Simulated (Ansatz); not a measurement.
Bulk crystal (TiC) after relaxation:

```cif
data_structure
_symmetry_space_group_name_H-M 'P 1'
_symmetry_Int_Tables_number 1
_cell_length_a 3.0638
_cell_length_b 3.0638
_cell_length_c 3.0638
_cell_angle_alpha 60.000
_cell_angle_beta 60.000
_cell_angle_gamma 60.000
_cell_volume 20.34
loop_
_atom_site_label
_atom_site_type_symbol
_atom_site_fract_x
_atom_site_fract_y
_atom_site_fract_z
_atom_site_occupancy
Ti1 Ti 0.00000 0.00000 0.00000 1
C1 C 0.50000 0.50000 0.50000 1
```

Miller indices refer to the conventional cell of Fm-3m (No. 225), a = 4.333 Å, b = 4.333 Å, c = 4.333 Å, α = 90.00°, β = 90.00°, γ = 90.00°.

Consider the (100) slab of 6 planes, 10.8 Å thick with 15 Å of vacuum as cut; outer planes TiC (top) and TiC (bottom), all atoms relaxed.

Theory: DFT PBE, scalar-relativistic, plane waves, PAW (Ansatz 0.2.0). Settings: cutoff 420 eV, Γ-centred mesh 11×11×1 on the computed 12-atom cell, Gaussian smearing of 0.10 eV; no spin polarisation. A dipole correction removes the field between periodic images along c.

Q: Estimate the surface energy (mean of both faces).

A: 1.63 J/m².

Q: Predict the work function.

A: 4.52 eV.

Q: The top two planes lie 2.166 Å apart in the bulk. How does relaxation change this?

A: The spacing becomes 2.152 Å (-0.7 %), and the top plane rumples by 0.121 Å.